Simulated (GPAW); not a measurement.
Crystal: CdTe.

```
CELL_PARAMETERS angstrom
0.00000 3.20500 3.20500
3.20500 0.00000 3.20500
3.20500 3.20500 0.00000
ATOMIC_POSITIONS crystal
Te 0.75000 0.75000 0.75000
Cd 0.00000 0.00000 0.00000
```

Base run:

| Property | Result |
| --- | --- |
| Program | GPAW 26.7.0 |
| Functional | PBE |
| Potentials or basis | GPAW PAW data sets (gpaw-data 1.2.1) |
| Cutoff | 600 eV |
| Basis | pw |
| k mesh | 7 × 7 × 7 |
| Occupations | gaussian, width 0.025 eV |
| Spin | no spin polarisation |

Its results: band gap on the k mesh 0.87 eV, direct; pressure 3.8 GPa.

Q: The run is repeated on the same cell with these changes: functional from PBE to r2SCAN; occupations from gaussian, width 0.025 eV to fermi-dirac, width 0.05 eV. What comes out?

A: Band gap on the k mesh 1.37 eV, direct; pressure 2.9 GPa.

Caveats: spin-orbit coupling is left out, which moves the levels of the heavy elements; the PAW data sets were made with another functional, which shifts forces and pressure a little (some runs).
